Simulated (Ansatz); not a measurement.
MoP in Ansatz: the effect of target pressure

MoP:

```xyz
2
Lattice="3.2230 0.0000 0.0000 -1.6115 2.7912 0.0000 0.0000 0.0000 3.1910" Properties=species:S:1:pos:R:3 pbc="T T T"
Mo    0.0000    0.0000    0.0000
P     0.0000    1.8608    1.5955
```

Alike in all runs:

* Program: Ansatz 0.2.0
* Task: relaxation of cell and atoms
* Functional: PBEsol
* Potentials or basis: all-electron LAPW, scalar-relativistic
* Basis error allowed: 0.001 eV/atom
* k mesh: 10 × 10 × 8
* Occupations: fermi-dirac, width 0.05 eV
* Spin: no spin polarisation

Each run relaxes the cell or the atoms first.

```csv
target pressure,relaxed volume (Å³/atom)
0 GPa,14.12
5 GPa,13.84
10 GPa,?
20 GPa,13.13
30 GPa,12.74
```

Q: What does the run with target pressure 10 GPa give?

A: Relaxed volume 13.58 Å³/atom.

Worked out: In Murnaghan's law V^(-B') rises as a straight line in P. The other rows fit best with B' = 3.7, V0 = 14.12 Å³/atom and B0 = 240 GPa, which gives 13.58 Å³/atom at 10 GPa, against the run's 13.58.
